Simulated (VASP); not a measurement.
## Al: relaxation of the atoms with PBE

Slab: Al, a slab with vacuum.

```
Al
1.0
     2.85620    0.00000    0.00000
     0.00000    4.03928    0.00000
     0.00000    0.00000   27.85292
Al
10
Direct
  0.50000 0.50000 0.26927
  0.00000 0.00000 0.32054
  0.50000 0.50000 0.37182
  0.00000 0.00000 0.42309
  0.50000 0.50000 0.47436
  0.00000 0.00000 0.52564
  0.50000 0.50000 0.57691
  0.00000 0.00000 0.62818
  0.50000 0.50000 0.67946
  0.00000 0.00000 0.73073
```

The slab is cut from a database's or a generator's crystal, which needn't be the stable form of the element.

```json
{
 "Program": "VASP 6.6.1",
 "Task": "relaxation of the atoms",
 "Functional": "PBE",
 "Potentials or basis": "VASP PAW PBE potentials, release 64 (Al)",
 "Cutoff": "520 eV",
 "k mesh": "13 × 10 × 1",
 "Occupations": "methfessel-paxton, width 0.1 eV",
 "Spin": "no spin polarisation",
 "Dipole correction": "yes",
 "Further INCAR settings": "ALGO = Normal; EDIFF = 1e-06; IBRION = 2; EDIFFG = -0.02; NSW = 80"
}
```

```json
{
  "Energy gained by relaxing": "1.8 meV/atom",
  "Ionic steps": "7",
  "Largest force after relaxing": "0.018 eV/Å",
  "Band gap on the k mesh": "none (metal or under the smearing width)"
}
```

Forces on the atoms (eV/Å):
```
Al   0.000  0.000  0.009
Al   0.000  0.000  0.017
Al   0.000  0.000  0.018
Al   0.000  0.000 -0.002
Al   0.000  0.000  0.000
Al   0.000  0.000  0.000
Al   0.000  0.000  0.002
Al   0.000  0.000 -0.018
Al   0.000  0.000 -0.017
Al   0.000  0.000 -0.009
```

The path:
```
step  energy change (eV)  largest force (eV/Å)  pressure (GPa)
   1              0.0000                0.1695           -0.72
   2             -0.0053                0.1377           -0.70
   3             -0.0153                0.0748           -0.64
   4             -0.0070                0.1644           -0.47
   5             -0.0168                0.0660           -0.60
   6             -0.0179                0.0325           -0.58
   7             -0.0183                0.0177           -0.56
```

Final structure:
```
Al
1.0
     2.85620    0.00000    0.00000
     0.00000    4.03928    0.00000
     0.00000    0.00000   27.85292
Al
10
Direct
  0.50000 0.50000 0.27119
  0.00000 0.00000 0.31885
  0.50000 0.50000 0.37220
  0.00000 0.00000 0.42235
  0.50000 0.50000 0.47460
  0.00000 0.00000 0.52540
  0.50000 0.50000 0.57765
  0.00000 0.00000 0.62780
  0.50000 0.50000 0.68115
  0.00000 0.00000 0.72881
```

Levels at points of the mesh, in eV from the Fermi level:
| k point | band 11 | band 12 | band 13 | band 14 | band 15 | band 16 | band 17 | band 18 |
| --- | --- | --- | --- | --- | --- | --- | --- | --- |
| (0.00, 0.00, 0.00) | -1.55 | -1.36 | -0.89 | -0.56 | -0.45 | -0.10 | 0.75 | 1.11 |
| (0.00, 0.50, 0.00) | -3.42 | -3.42 | -1.69 | -1.69 | 0.18 | 0.18 | 2.10 | 2.10 |

It took 4.5 min on 4 MPI ranks on AMD EPYC 9R45 (Zen 5), with other jobs on the host, peak memory 0.52 GiB a rank.
